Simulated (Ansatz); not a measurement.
# MgF2 — Mg-25 NMR of the central transition

Cell: a computed structure from the Materials Project (it need not be an observed phase), whose atoms a relaxation with r2SCAN at fixed cell left in place.

Space group P4_2/mnm (No. 136); a = 4.6152, c = 3.0478 Å.

```csv
site,Wyckoff,site symmetry,x,y,z
Mg,2a,m.mm,0.5000,0.5000,0.5000
F,4f,m.2m,0.6971,0.6971,0.0000
```

One atom of each set is listed.

Computed with Ansatz: DFT, r2SCAN, plane waves and PAW, scalar-relativistic, 500 eV cutoff, Γ-centred 7×7×11 k-points, Fermi–Dirac smearing 0.01 eV.

Mg-25 has I = 5/2 and Q = 199.4 mb (Pyykkö 2018); at 14.1 T its Larmor frequency is ν₀ = 36.8 MHz. Only the quadrupole interaction is simulated: positions count from each site's isotropic chemical shift, and J coupling is left out, as are shift anisotropy and dipolar coupling, which fast spinning averages.

Simulated pattern of one Mg site (fast magic-angle spinning, Gaussian broadening 0.1 kHz):

(offset (kHz), height): (-5.258, 0), (-5.096, 1), (-4.934, 7), (-4.772, 7), (-4.609, 7), (-4.447, 7), (-4.285, 8), (-4.122, 8), (-3.960, 8), (-3.798, 8), (-3.635, 9), (-3.473, 11), (-3.311, 44), (-3.148, 62), (-2.986, 94), (-2.824, 73), (-2.661, 60), (-2.499, 54), (-2.337, 52), (-2.174, 51), (-2.012, 51), (-1.850, 51), (-1.688, 53), (-1.525, 56), (-1.363, 62), (-1.201, 72), (-1.038, 100), (-0.876, 97), (-0.714, 72), (-0.551, 48), (-0.389, 2), (-0.227, 0)

Question: Which |C_Q| and η does the pattern imply?

Answer: The pattern spans 4.54 kHz before broadening and its centre of gravity is at -2.02 kHz, which fixes P_Q; the places of the horns and steps fix η. That gives P_Q = 3.52 MHz, |C_Q| = 3.51 MHz and η = 0.16. The sign of C_Q can't be read from the pattern.

The relaxation (2 steps) took 39 s of wall time (40 s of CPU time) and 0.59 GiB at its peak, on 1 thread of Arm Neoverse V1 (aarch64; 8 cores open to the job, memory cap 3.0 GiB, no GPU), a shared host with a load of 0.5 a core.
